## What a level at a k point is

A level is the energy of one electron state of the crystal, and its k point says how the phase of that state advances from cell to cell. Points a, b and c are the coordinates of k along the three reciprocal cell vectors. The levels come from a density-functional calculation for aluminium without spin polarisation, and they are counted from the Fermi energy, which separates mostly filled from mostly empty states.

Two sizes are worth remembering. The filled part of the valence band is about 12 eV deep, and the atomic lattice splits certain levels by about 1 eV. The first number sets the scale on which the levels are spread, and the second helps to explain the irregular rows.

Aluminium in OpenMX 3.8.5 with the PBE functional, the OpenMX 2013 PBE pseudopotentials and the standard basis Al7.0-s2p2d1, without spin polarisation. The one-atom cell is strained at random at fixed volume. The 5×5×5 k mesh is centred on gamma, the occupations are Fermi–Dirac with a width of 0.05 eV, and levels are counted from the Fermi energy.

| point a (reciprocal cell vector) | point b (reciprocal cell vector) | point c (reciprocal cell vector) | level point (row) | level under 3 (eV) | level under 2 (eV) | level under 1 (eV) | level over 1 (eV) | level over 2 (eV) |
| --- | --- | --- | --- | --- | --- | --- | --- | --- |
| -0.2000 | -0.4000 | 0.4000 | 1 | n/a | -4.517 | -0.153 | 1.239 | 3.212 |
| -0.2000 | -0.2000 | -0.2000 | 2 | n/a | n/a | -10.450 | 4.910 | 10.485 |
| -0.2000 | 0.0000 | 0.4000 | 3 | n/a | -4.822 | -3.200 | 4.945 | 7.619 |
| -0.2000 | 0.2000 | -0.2000 | 4 | n/a | n/a | -7.549 | 0.634 | 6.768 |
| 0.0000 | -0.4000 | 0.0000 | 5 | n/a | -7.325 | -2.224 | 10.747 | 11.167 |
| 0.0000 | -0.4000 | 0.4000 | 6 | -2.60700 | -1.266 | -0.610 | 6.633 | 8.156 |
| 0.0000 | 0.0000 | 0.0000 | 7 | n/a | n/a | -11.521 | 11.684 | 11.983 |

Read down a column, the levels seem to jump at random. "Level under 1" is the highest level beneath the Fermi energy, and it lies at −10.45 eV at point 2 but at −0.15 eV at point 1. The two entries belong to different bands: the first band at point 2, the second at point 1. The order appears once the levels are counted from the bottom at each point.

## First limit: no lattice potential

Suppose the atoms only held the electrons in the metal and did not scatter them. Each state would then be a plane wave with the energy

$$E=\frac{\hbar^2}{2m}\,|\mathbf k+\mathbf G|^2 ,$$

where $m$ is the electron mass and $\mathbf G$ any reciprocal lattice vector. One k point therefore carries a whole ladder of waves, one for each $\mathbf G$. Their energies follow from the size and shape of the cell alone, with the zero placed at the computed lowest level at the zone centre, point 7.

This limit already gives the lowest levels well. At points 1 to 5 they lie 2 to 4% below the free-electron heights, measured from the bottom of the band. Close to the centre, at point 2, the free wave stands at 1.09 eV and the computed level at 1.07 eV. Farther out the lowest level climbs roughly with the square of the wave vector, as the formula requires. Point 6 is the exception: its lowest level lies about 1 eV below the free height. Most of this comes from the splitting of two waves of equal energy that meet there, as shown further on.

## How many levels are filled

Three valence electrons per cell fill free waves up to 11.66 eV above the bottom. The calculation puts the Fermi energy at 11.52 eV, so the electron density nearly fixes the depth of the band. The number of filled levels at a k point is then the number of its waves that fit under this height.

At the centre only one wave fits, because the next lies near 27 eV. At point 6, near the edge of the zone, three waves fit, the highest of them at 11.35 eV. That is why this row has three levels under the Fermi energy. The free-electron count agrees with the calculation at six of the seven points and fails at point 1.

## Second limit: two waves of equal energy

The lattice potential matters most where two waves have nearly the same energy. It mixes them into two standing waves, one with more charge on the atoms and one with more charge between them. These two feel different potentials, so their energies separate. This is Bragg splitting. For two waves that start a distance $\Delta_0$ apart, the final distance is

$$\Delta=\sqrt{\Delta_0^2+(2V)^2},$$

where $V$ is the strength with which the lattice couples them.

Point 1 supplies the coupling. Its second and third free waves would be equal in a perfect face-centred cubic crystal, but the cell is slightly strained and sets them 0.493 eV apart. The computed levels are 1.392 eV apart. Hence

$$2V=\sqrt{1.392^2-0.493^2}\ \text{eV}=1.30\ \text{eV}.$$

Point 6 tests this value, since it had no part in setting it. Its two lowest free waves are practically equal and are linked by the same kind of reciprocal vector, so they should split by 1.30 eV. The calculation gives 1.34 eV. The agreement is closer than a two-wave model deserves, because a third wave lies only 1.4 eV above the pair and is left out.

## Why point 1 breaks the count

At point 1 the second free wave lies 0.83 eV above the computed Fermi energy and should be empty. The splitting pushes the lower partner of the pair down by 0.45 eV beyond its free position. The pair as a whole also sits 0.53 eV lower than the free waves. Together the two shifts carry the level to 0.15 eV below the Fermi energy, and either of them alone would have left it above.

The splitting has a clear origin. The common lowering is less certain: mixing with more distant waves and the detailed form of the pseudopotential are plausible causes, but the numbers do not separate them.

This level is also the one whose filling is least secure. It lies only three smearing widths below the Fermi energy, and a denser k mesh could move the Fermi energy itself.

## Close waves do not split equally

The coupling depends on which reciprocal vector links the two waves. At point 3 the lowest two are linked by one of the shortest vectors, whereas the pairs at points 1 and 6 are linked by one of the next length. With the coupling found above, the free distance of 1.73 eV at point 3 would widen to $\sqrt{1.73^2+1.30^2}\approx2.2$ eV. The computed distance is 1.62 eV, so the lattice seems to couple these two waves much more weakly. The distance is even slightly smaller than the free one, which two waves alone cannot give, so no value of the coupling can be read from this pair. This fits the known behaviour of aluminium, whose valence electrons feel only a weak potential at the shortest reciprocal vectors.

For a neighbouring k point the recipe is therefore short. List the free waves, count those below 11.66 eV, and look for pairs of nearly equal energy linked by a vector of the second length. Such a pair opens by a little over 1 eV. Apart from this splitting, levels near the Fermi energy tend to lie roughly 0.5 eV below their free waves, so a pair that starts somewhat above the limit can still change the count.

## Where the picture ends

High empty levels need more than one or two waves. At the centre the second level lies 3.8 eV below its free-electron height. Eight waves crowd together there, and the lattice mixes them, which lowers some levels and raises others. This is expected to account for part of the lowering, but the listed levels do not show how much. A small atomic basis also describes such high states least reliably.

None of the listed levels falls between −0.15 and 0.63 eV, but this is not a band gap. Seven points merely sample bands that continue between them. With two electrons to a band, three electrons per cell cannot fill whole bands, so aluminium keeps partly filled bands and conducts. The printed output below compares the free and computed heights point by point. At the centre, where opposite waves have equal energy, it lists only one wave of each pair.

Printed output of the fit:

```
Heights above the lowest level at the zone centre in eV:
   row  point  free 1  computed 1  free 2  computed 2  free 3  computed 3
  -0.2      1   7.286       7.004   12.35       11.37   12.84       12.76
  -0.2      2   1.088       1.071   17.42       16.43   24.37       22.01
  -0.2      3   6.955       6.699    8.68       8.321   17.02       16.47
  -0.2      4   4.081       3.972   12.78       12.16    19.2       18.29
   0.0      5   4.314       4.196   9.707       9.297   24.54       22.27
   0.0      6   9.957       8.914   9.967       10.26   11.35       10.91
   0.0      7       0           0   26.96        23.2   27.02        23.5
Computed less free height in eV and number of levels under the Fermi energy:
   row  point    miss 1   miss 2    miss 3  free count  computed count
  -0.2      1   -0.2821  -0.9814  -0.08242           1               2
  -0.2      2  -0.01747  -0.9845    -2.365           1               1
  -0.2      3   -0.2565  -0.3591   -0.5545           2               2
  -0.2      4   -0.1094  -0.6221   -0.9061           1               1
   0.0      5   -0.1181  -0.4098    -2.274           2               2
   0.0      6    -1.043   0.2878   -0.4409           3               3
   0.0      7         0   -3.758    -3.512           1               1
Distances between neighbouring levels in eV:
   row  point  free 1 to 2  computed 1 to 2  free 2 to 3  computed 2 to 3
  -0.2      1        5.063            4.364        0.493            1.392
  -0.2      2        16.33            15.36        6.955            5.575
  -0.2      3        1.725            1.622         8.34            8.145
  -0.2      4        8.696            8.183        6.418            6.134
   0.0      5        5.393            5.101        14.84            12.97
   0.0      6      0.01052            1.341        1.385            0.656
   0.0      7        26.96             23.2      0.05262            0.299
Free-electron Fermi energy above the bottom of the band for three electrons per cell (eV): 11.66
Smallest shortfall of the lowest level against the free height at points 1 to 5 (percent): 1.605
Largest shortfall of the lowest level against the free height at points 1 to 5 (percent): 3.872
Splitting of two equal waves expected from the coupling at point 1 (eV): 1.302
Point 1 second free wave above the computed Fermi energy (eV): 0.8284
Point 1 common shift of the close pair (eV): -0.5319
Point 1 further shift of the lower partner by the extra splitting (eV): -0.4495
```
